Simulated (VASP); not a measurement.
A run of VASP 6.6.1:

File INCAR:

```
SYSTEM = Si2W
PREC = Accurate ; ENCUT = 520
EDIFF = 1E-7 ; ISMEAR = -1
SIGMA = 0.05 ; LREAL = .FALSE.
LASPH = .TRUE. ; NELM = 80
ALGO = Normal ; ISIF = 2
LWAVE = .FALSE. ; LCHARG = .TRUE.
GGA = PE ; LELF = .TRUE.
LVHAR = .TRUE. ; NBANDS = 18
```

File KPOINTS:

```
regular mesh
0
G
  12 12 12
  0 0 0
```

Contents of POSCAR:

```
Si2W
1.0
   -1.6069000000      1.6069000000      3.9149500000
    1.6069000000     -1.6069000000      3.9149500000
    1.6069000000      1.6069000000     -3.9149500000
W Si
1 2
Direct
    0.0000000000      0.0000000000      0.0000000000
    0.6653000000      0.6653000000      0.0000000000
    0.3347000000      0.3347000000      0.0000000000
```

Potentials or basis: VASP PAW PBE potentials, release 64 (W_sv, Si).

Run with:

```console
$ cat potpaw_PBE.64/W_sv/POTCAR potpaw_PBE.64/Si/POTCAR > POTCAR
$ mpirun -np 1 vasp_std > vasp.out
```

Hardware: 1 thread of AMD EPYC 7R43 64-Core Processor (Zen 3), on a shared host.

How long does it take, and how much memory?

It took 5.3 min on 1 thread of AMD EPYC 7R43 64-Core Processor (Zen 3), on a shared host, peak memory 0.24 GiB. Counts: scf iterations 14, k points 163.
